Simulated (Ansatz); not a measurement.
An Ansatz input and the part of its output that reports the observables at the nuclei.

The cell is a COD entry, relaxed with PBE at fixed cell and then changed (volume scaled by 1.06, ions relaxed).

```yaml
crystal:
  lattice:
    - [2.956877185, 0.0, 0.0]
    - [-1.4784385925, 2.5607307581, 0.0]
    - [0.0, 0.0, 4.9757105734]
  atoms:
    - { symbol: Au, position: [0.3333333333, 0.6666666667, 0.75] }
    - { symbol: Au, position: [0.6666666667, 0.3333333333, 0.25] }
kpoints:
  mp_grid: { grid: [18, 18, 10] }
scf:
  occupations: { method: fermi_dirac, width: 0.05 }
hamiltonian:
  xc: pbe
  pseudopotentials: { kind: paw }
output:
  forces: true
  stress: true
  populations: true
  efg: { quadrupole_moments_barn: { Au: 0.547 }, contact_densities: true }
relax:
  f_tol: 0.02
  max_steps: 60
```

```sh
ansatz run input.yaml --threads 1 --pin off --max-ram 3072MiB --backend cpu --events-out ev --progress --plain --runs-dir out
```

The run relaxes the ions first, and the block belongs to the relaxed positions.

Of the output, the block on the nuclei alone is shown; the set-up, the SCF iterations, energies, forces and stress are cut.

```
--- PAW observables at the nuclei: V_zz in 10²¹ V/m², potentials from the cell's mean, atoms counted from 1 ---
  atom   1  Au V_zz =    +0.689998   η = 0.0000   by run symmetry: allowed   C_q = +9.1262 MHz
            electrostatic potential = -16460.371077 V   contact ρ = 13078468.632025 e/Å³
  atom   2  Au V_zz =    +0.689998   η = 0.0000   by run symmetry: allowed   C_q = +9.1262 MHz
            electrostatic potential = -16460.371077 V   contact ρ = 13078468.632025 e/Å³
```

The relaxation (1 step) took 12 s of wall time (12 s of CPU time) and 0.47 GiB at its peak, on 1 thread of Arm Neoverse V1 (aarch64; 8 cores open to the job, memory cap 3.0 GiB, no GPU), a shared host with a load of 0.5 a core.

The run finds no gap above 0.1 eV (a metal, or nearly one), so the gradients can move by 10 % or more with the k-mesh. Spin–orbit coupling is left out, which shifts gradients on Au by a few per cent in wide-gap crystals, and can shift them far more where the calculated gap is small or absent, as here. At this changed cell the PBE pressure is -5 GPa.
